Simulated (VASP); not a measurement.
A run of VASP 6.6.1:

The input INCAR:

```
SYSTEM = CdO
PREC = Accurate
ENCUT = 520
EDIFF = 1E-7
ISMEAR = 0
SIGMA = 1.0
LREAL = .False.
LASPH = .True.
NELM = 60
ALGO = Normal
ISIF = 3
LWAVE = .False.
LCHARG = .False.
GGA = PE
IBRION = 2
NSW = 80
EDIFFG = -0.002
PSTRESS = 180.0
```

KPOINTS

```
Automatic mesh
0
Gamma
  16 16 16
  0 0 0
```

File POSCAR:

```
CdO                                     
1.0
   -0.0000000000      2.3062592984      2.3062592984
    2.3062592984     -0.0000000000      2.3062592984
    2.3062592984      2.3062592984      0.0000000000
  Cd              O             
     1     1
Direct
     0.0000000000000000    0.0000000000000000    0.0000000000000000
     0.5000000000000000    0.5000000000000000    0.5000000000000000
```

Potentials or basis: VASP PAW PBE potentials, release 64 (Cd, O).

Command:

```sh
$ cat potpaw_PBE.64/Cd/POTCAR potpaw_PBE.64/O/POTCAR > POTCAR
$ mpirun -np 1 vasp_std > vasp.out
```

Hardware: 1 thread of Intel(R) Xeon(R) Platinum 8488C (Sapphire Rapids), with other jobs on the host.

**Question.** Estimate the wall time of this run.

**Answer.** It took 34 s on 1 thread of Intel(R) Xeon(R) Platinum 8488C (Sapphire Rapids), on a shared host, peak memory 0.18 GiB. Counts: scf iterations 28, k points 145, ion steps 3.
